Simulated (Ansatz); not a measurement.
# CdF2: band gap under strain

How does strain move the band edges of CdF2 (fluorite), and do the functionals agree on it? States: +0.5 % biaxial strain in the (111) plane, free along [111]; -1.1 % shear in the xy plane; +5.1 % strain along z alone.

Code: Ansatz 0.2.0. PAW datasets, plane waves. (Simulation; spin polarisation is off.)

**1. The cell**

The unstrained cell was relaxed with r2SCAN; in each strained cell the atoms were relaxed again with r2SCAN. Names of k-points are those of the unstrained zone, where strain can split equivalent points. First state: +0.5 % biaxial strain in the (111) plane, free along [111].

It is trigonal, R-3m (No. 166); conventional cell a = 3.828 Å, c = 9.278 Å, 13.08 Å³ an atom. Cd has 8 F at 2.32–2.34 Å; F has 4 Cd at 2.32–2.34 Å.

Structure file:

```xyz
3
Lattice="-0.0188 2.6877 2.6877 2.6877 -0.0188 2.6877 2.6877 2.6877 -0.0188" Properties=species:S:1:pos:R:3 pbc="T T T"
Cd    0.0000    0.0000    0.0000
F     1.3407    1.3407    1.3407
F     4.0160    4.0160    4.0160
```

**2. +0.5 % biaxial strain in the (111) plane, free along [111]: PBE**

Input file input.yaml:

```yaml
crystal:
  lattice:
    - [-0.0188215442, 2.6877493542, 2.6877493542]
    - [2.6877493542, -0.0188215442, 2.6877493542]
    - [2.6877493542, 2.6877493542, -0.0188215442]
  atoms:
    - { symbol: Cd, position: [0.0, 0.0, 0.0] }
    - { symbol: F, position: [0.2502885381, 0.2502885381, 0.2502885381] }
    - { symbol: F, position: [0.7497114619, 0.7497114619, 0.7497114619] }
kpoints:
  mp_grid: { grid: [8, 8, 8] }
  band_path:
    path:
      - [0.0, 0.0, 0.0]
      - [0.5, 0.0, 0.5]
      - [0.625, 0.25, 0.625]
      - [0.375, 0.375, 0.75]
      - [0.5, 0.5, 0.5]
      - [0.5, 0.25, 0.75]
      - [0.244792, -0.5, -0.25]
    npoints: 1
hamiltonian:
  xc: pbe
scf:
  occupations: { method: fermi_dirac, width: 0.02 }
  n_extra_bands: 4
output:
  forces: true
  stress: true
  eigenvalues: true
```

Launch:

```console
$ ansatz run input.yaml --threads 4 --pin off --max-ram 3686MiB --backend cpu --events-out ev --progress --plain --runs-dir out
```

Further steps of the session: +0.5 % biaxial strain in the (111) plane, free along [111]: r2SCAN; +0.5 % biaxial strain in the (111) plane, free along [111]: HSE06; -1.1 % shear in the xy plane: PBE; -1.1 % shear in the xy plane: r2SCAN; -1.1 % shear in the xy plane: HSE06; +5.1 % strain along z alone: PBE; +5.1 % strain along z alone: r2SCAN; +5.1 % strain along z alone: HSE06.

Before running it: what results should come out?

As calculated:

Least gap in eV (negative: overlap):

```
                                                     state   PBE  r2SCAN  HSE06
+0.5 % biaxial strain in the (111) plane, free along [111]  3.09    3.78   5.19
                              -1.1 % shear in the xy plane  3.10    3.79   5.21
                               +5.1 % strain along z alone  2.84    3.53   4.93
```

**Reading.** Where both were run, the HSE06 gap lies +2.09 to +2.11 eV from PBE's, each on its own k points. In PBE the gap is least under +5.1 % strain along z alone (2.84 eV) and largest under -1.1 % shear in the xy plane (3.10 eV).
